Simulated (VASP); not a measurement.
# CuI (Marshite) (F-43m) in VASP: further runs

The runs below take CuI (Marshite) through relaxation of cell and atoms, with PBEsol.

All numbers are computed with VASP 6.6.1; they aren't measurements. Logs are shortened: lines on timing, memory, paths and dates and some standing lists are left out, and cuts for length are marked.

**1. The crystal as given**

The structure is cubic, space group F-43m (No. 216). The conventional cell has a = 6.063 Å, b = 6.063 Å, c = 6.063 Å, α = 90.00°, β = 90.00°, γ = 90.00°. Cu (site symmetry -43m) is surrounded by 4 I at 2.63 Å. I (site symmetry -43m) has 4 Cu at 2.63 Å as nearest neighbours.

**2. Relaxation of cell and atoms, PBEsol**

Input file INCAR:

```
SYSTEM = CuI
PREC = Accurate
ENCUT = 600
EDIFF = 1E-6
ISMEAR = 0
SIGMA = 0.03
LREAL = .False.
LASPH = .True.
NELM = 80
ALGO = Normal
ISIF = 3
LWAVE = .False.
LCHARG = .False.
GGA = PS
IBRION = 2
NSW = 90
EDIFFG = -0.01
KPAR = 8
```

Input file KPOINTS:

```
regular mesh
0
Gamma
  8 8 8
  0 0 0
```

Input file POSCAR:

```
CuI
1.0
    0.0000000000      3.0315000000      3.0315000000
    3.0315000000      0.0000000000      3.0315000000
    3.0315000000      3.0315000000      0.0000000000
Cu I
1 1
Direct
    0.2500000000      0.2500000000      0.2500000000
    0.0000000000      0.0000000000      0.0000000000
```

Potentials or basis: VASP PAW PBE potentials, release 64 (Cu, I).

On the command line:

```console
cat potpaw_PBE.64/Cu/POTCAR potpaw_PBE.64/I/POTCAR > POTCAR
mpirun -np 8 vasp_std > vasp.out
```

OUTCAR:

```text
SYSTEM = CuI
   PREC = Accurate
   ENCUT = 600
   EDIFF = 1E-6
   ISMEAR = 0
   LREAL = .False.
   LASPH = .True.
   NELM = 80
   ISIF = 3
   GGA = PS
   IBRION = 2
   NSW = 90
   EDIFFG = -0.01

 ion  position               nearest neighbor table
   1  0.250  0.250  0.250-   2 2.63   2 2.63   2 2.63   2 2.63
   2  0.000  0.000  0.000-   1 2.63   1 2.63   1 2.63   1 2.63

  LATTYP: Found a face centered cubic cell.
 ALAT       =     6.0630000000

  Lattice vectors:

 A1 = (   0.0000000000,   3.0315000000,   3.0315000000)
 A2 = (   3.0315000000,   0.0000000000,   3.0315000000)
 A3 = (   3.0315000000,   3.0315000000,   0.0000000000)

Analysis of symmetry for initial positions (statically):
=====================================================================
 Subroutine PRICEL returns:
 Original cell was already a primitive cell.

 Routine SETGRP: Setting up the symmetry group for a
 face centered cubic supercell.

 Subroutine GETGRP returns: Found 24 space group operations
 (whereof 24 operations were pure point group operations)
 out of a pool of 48 trial point group operations.

The static configuration has the point symmetry T_d .

Analysis of symmetry for dynamics (positions and initial velocities):
=====================================================================
 Subroutine PRICEL returns:
 Original cell was already a primitive cell.

 Routine SETGRP: Setting up the symmetry group for a
 face centered cubic supercell.

 Subroutine GETGRP returns: Found 24 space group operations
 (whereof 24 operations were pure point group operations)
 out of a pool of 48 trial point group operations.

The dynamic configuration has the point symmetry T_d .

 Subroutine INISYM returns: Found 24 space group operations
 (whereof 24 operations are pure point group operations),
 and found     1 'primitive' translations

----------------------------------------------------------------------------------------

                                     Primitive cell

  volume of cell :      55.7189

  direct lattice vectors                    reciprocal lattice vectors
     0.000000000  3.031500000  3.031500000    -0.164934851  0.164934851  0.164934851
     3.031500000  0.000000000  3.031500000     0.164934851 -0.164934851  0.164934851
     3.031500000  3.031500000  0.000000000     0.164934851  0.164934851 -0.164934851

  length of vectors
     4.287188414  4.287188414  4.287188414     0.285675541  0.285675541  0.285675541

  position of ions in fractional coordinates (direct lattice)
     0.250000000  0.250000000  0.250000000
     0.000000000  0.000000000  0.000000000

  ion indices of the primitive-cell ions
   primitive index   ion index
                 1           1
                 2           2

----------------------------------------------------------------------------------------

 KPOINTS: regular mesh

Automatic generation of k-mesh.
 Grid dimensions read from file:
 generate k-points for:    8    8    8

 Generating k-lattice:

  Cartesian coordinates                     Fractional coordinates (reciprocal lattice)
    -0.020616856  0.020616856  0.020616856     0.125000000  0.000000000  0.000000000
     0.020616856 -0.020616856  0.020616856     0.000000000  0.125000000  0.000000000
     0.020616856  0.020616856 -0.020616856     0.000000000  0.000000000  0.125000000

  Length of vectors
     0.035709443  0.035709443  0.035709443

  Shift w.r.t. Gamma in fractional coordinates (k-lattice)
     0.000000000  0.000000000  0.000000000

 Subroutine IBZKPT returns following result:
 ===========================================

 Found     29 irreducible k-points:

 Following reciprocal coordinates:
            Coordinates               Weight
  0.000000  0.000000  0.000000      1.000000
  0.125000  0.000000  0.000000      8.000000
  0.250000  0.000000  0.000000      8.000000
  0.375000  0.000000  0.000000      8.000000
  0.500000  0.000000  0.000000      4.000000
  0.125000  0.125000  0.000000      6.000000
[... 16 lines left out ...]
  0.500000  0.250000  0.125000     48.000000
 -0.375000  0.250000  0.125000     24.000000
 [... further k-points ...]
   k-points           NKPTS =     29   k-points in BZ     NKDIM =     29   number of bands    NBANDS=     13
   number of dos      NEDOS =    301   number of ions     NIONS =      2
   total plane-waves  NPLWV =  46656
   dimension x,y,z NGX =    36 NGY =   36 NGZ =   36
   dimension x,y,z NGXF=    72 NGYF=   72 NGZF=   72
   ions per type =               1   1
   NGX,Y,Z   is equivalent  to a cutoff of  13.96, 13.96, 13.96 a.u.
   NGXF,Y,Z  is equivalent  to a cutoff of  27.92, 27.92, 27.92 a.u.
 SYSTEM =  CuI
   PREC   = accura    normal or accurate (medium, high low for compatibility)
   ISTART =      0    job   : 0-new  1-cont  2-samecut
   ICHARG =      2    charge: 1-file 2-atom 10-const
   ISPIN  =      1    spin polarized calculation?
   LNONCOLLINEAR =      F non collinear calculations
   LSORBIT =      F    spin-orbit coupling
   LASPH  =      T    aspherical Exc in radial PAW
   ENCUT  =  600.0 eV  44.10 Ry    6.64 a.u.   8.56  8.56  8.56*2*pi/ulx,y,z
   NELM   =     80;   NELMIN=  2; NELMDL= -5     # of ELM steps
   EDIFF  = 0.1E-05   stopping-criterion for ELM
   LREAL  =      F    real-space projection
   EDIFFG = -.1E-01   stopping-criterion for IOM
   NSW    =     90    number of steps for IOM
   IBRION =      2    ionic relax: 0-MD 1-quasi-New 2-CG
   NFREE  =      1    steps in history (QN), initial steepest desc. (CG)
   ISIF   =      3    stress and relaxation
   ISYM   =      2    0-nonsym 1-usesym 2-fastsym
   POTIM  = 0.5000    time-step for ionic-motion
   TEBEG  =    0.0;   TEEND  =   0.0 temperature during run
   PSTRESS=    0.0 pullay stress
   NELECT =      18.0000    total number of electrons
   NUPDOWN=      -1.0000    fix difference up-down
   EMIN   =  10.00;   EMAX   =-10.00  energy-range for DOS
   EFERMI =   0.00;   METHOD = LEGACY
   ISMEAR =     0;   SIGMA  =   0.03  broadening in eV -4-tet -1-fermi 0-gaus
   EFERMI_NEDOS =   21; number of points for ismear=-14 and -15
   IALGO  =     38    algorithm
   IMIX   =      4    mixing-type and parameters
     AMIX     =   0.40;   BMIX     =  1.00
     AMIX_MAG =   1.60;   BMIX_MAG =  1.00
  volume/ion in A,a.u.               =      27.86       188.00
  Fermi-wavevector in a.u.,A,eV,Ry     =   1.123306  2.122741 17.168055  1.261816
  Thomas-Fermi vector in A             =   2.259971
   LORBIT       =      0    0 simple, 1 ext, 2 COOP (PROOUT), +10 PAW based schemes
   GGA     = PS    functional components
   LHFCALC =     F    Hartree Fock is set to
   AEXX    =    0.0000 exact exchange contribution
   IVDW    =     0    specifies the selected vdW correction
   LEPSILON=     F    determine dielectric tensor
   LRPA    =     F    only Hartree local field effects (RPA)
 conjugate gradient relaxation of ions
 non-spin polarized calculation
 Gauss-broadening in eV      SIGMA  =   0.03
  energy-cutoff  :      600.00
  volume of cell :       55.72
 maximum number of plane-waves:      1880
 NGX is ok and might be reduce to    36
   NGX = 17   NGY = 17   NGZ = 17

--------------------------------------- Ionic step        1  -------------------------------------------

 number of electron      18.0000006 magnetization

 Free energy of the ion-electron system (eV)
  ---------------------------------------------------
  ext. energy  EPLUGINS =         0.00000000
  ---------------------------------------------------
  free energy    TOTEN  =        -6.29453061 eV

  energy without entropy =       -6.29453061  energy(sigma->0) =       -6.29453061

------------------------ aborting loop because EDIFF is reached ----------------------------------------

  FORCE on cell =-STRESS in cart. coord.  units (eV):
  Direction    XX          YY          ZZ          XY          YZ          ZX
  --------------------------------------------------------------------------------------
  -------------------------------------------------------------------------------------
  Total       -0.8559433     -0.8559433     -0.8559433      0.0000000      0.0000000      0.0000000
  in kB      -24.6123378    -24.6123378    -24.6123378      0.0000000      0.0000000      0.0000000
  external PRESSURE =     -24.6123378 kB  Pullay stress =       0.0000000 kB
[... 57 lines left out ...]
  energy  without entropy=       -6.3210347147  energy(sigma->0) =       -6.32103471

--------------------------------------- Ionic step        3  -------------------------------------------

 number of electron      17.9999991 magnetization

 Free energy of the ion-electron system (eV)
  ---------------------------------------------------
  ext. energy  EPLUGINS =         0.00000000
  ---------------------------------------------------
  free energy    TOTEN  =        -6.32110622 eV

  energy without entropy =       -6.32110622  energy(sigma->0) =       -6.32110622

 E-fermi :   5.1000     XC(G=0):  -9.4112

 val. band max:        4.9332547407   @ k =   0.0000   0.0000   0.0000
 cond. band min:       6.1199998712   @ k =   0.0000   0.0000   0.0000
 fundamental gap:      1.1867451305
 Fermi energy:         5.0999752973

 k-point     1 :       0.0000    0.0000    0.0000
  band No.  band energies     occupation
      1      -9.4159      2.00000
      2       1.0120      2.00000
      3       1.0120      2.00000
      4       1.0120      2.00000
      5       2.8048      2.00000
      6       2.8048      2.00000
      7       4.9333      2.00000
      8       4.9333      2.00000
      9       4.9333      2.00000
     10       6.1200      0.00000
     11       9.6965      0.00000
     12       9.6965      0.00000
     13       9.6965      0.00000
[... 353 lines left out ...]
 k-point    24 :      -0.3750    0.2500    0.1250
  band No.  band energies     occupation
      1      -8.6609      2.00000
      2      -0.7568      2.00000
      3       0.4539      2.00000
      4       1.0081      2.00000
      5       2.7302      2.00000
      6       2.8156      2.00000
      7       2.9423      2.00000
      8       3.4282      2.00000
      9       3.7715      2.00000
     10       8.4993      0.00000
     11       9.4454      0.00000
     12      11.1878      0.00000
     13      12.3918      0.00000

 [... further k-points ...]
[... 5 lines left out ...]
  --------------------------------------------------------------------------------------
  -------------------------------------------------------------------------------------
  Total       -0.0181376     -0.0181376     -0.0181376      0.0000000     -0.0000000      0.0000000
  in kB       -0.5529391     -0.5529391     -0.5529391      0.0000000     -0.0000000      0.0000000
  external PRESSURE =      -0.5529391 kB  Pullay stress =       0.0000000 kB
[... 17 lines left out ...]
  FREE ENERGIE OF THE ION-ELECTRON SYSTEM (eV)
  ---------------------------------------------------
  free  energy   TOTEN  =        -6.3211062173 eV

  energy  without entropy=       -6.3211062173  energy(sigma->0) =       -6.32110622

 reached required accuracy - stopping structural energy minimisation
```

It took 21 s on 8 MPI ranks of Intel Xeon Platinum 8488C (Sapphire Rapids), shared host; peak memory 0.25 GiB.

Results:

* Free energy: -6.3211 eV
* Relaxed volume: 26.28 Å³/atom
* Relaxed cell: a = 4.204 Å, b = 4.204 Å, c = 4.204 Å, α = 60.00°, β = 60.00°, γ = 60.00°
* Space group after relaxing (to 0.05 Å): F-43m (No. 216)
* Energy gained by relaxing: 13.3 meV/atom
* Ionic steps: 3
* Pressure after relaxing: -0.1 GPa
* Band gap on the k mesh: 1.19 eV, direct

Step by step:
```csv
step,energy change (eV),largest force (eV/Å),pressure (GPa),volume (Å³)
1,0.0000,0.0000,-2.46,55.72
2,-0.0265,0.0000,0.23,52.34
3,-0.0266,0.0000,-0.06,52.55
```

Final structure:
```
Cu I
1.0
     0.00000    2.97300    2.97300
     2.97300    0.00000    2.97300
     2.97300    2.97300    0.00000
Cu I
1 1
Cartesian
  1.4865 1.4865 1.4865
  0.0000 0.0000 0.0000
```

Levels at points of the mesh, in eV from the valence-band top:
| k point | band 5 | band 6 | band 7 | band 8 | band 9 | band 10 | band 11 | band 12 | band 13 |
| --- | --- | --- | --- | --- | --- | --- | --- | --- | --- |
| (0.00, 0.00, 0.00) | -2.13 | -2.13 | 0.00 | 0.00 | 0.00 | 1.19 | 4.76 | 4.76 | 4.76 |
| (0.50, 0.00, 0.00) | -2.10 | -2.10 | -2.05 | -0.81 | -0.81 | 2.13 | 5.32 | 5.32 | 7.33 |
| (0.50, 0.50, 0.00) | -2.17 | -2.06 | -2.03 | -1.73 | -1.73 | 2.48 | 2.81 | 9.49 | 10.01 |

Caveat: the PAW data sets were made with another functional, which shifts forces and pressure a little; spin-orbit coupling is left out, which moves the levels of the heavy elements.

[end of part 1 of 4]
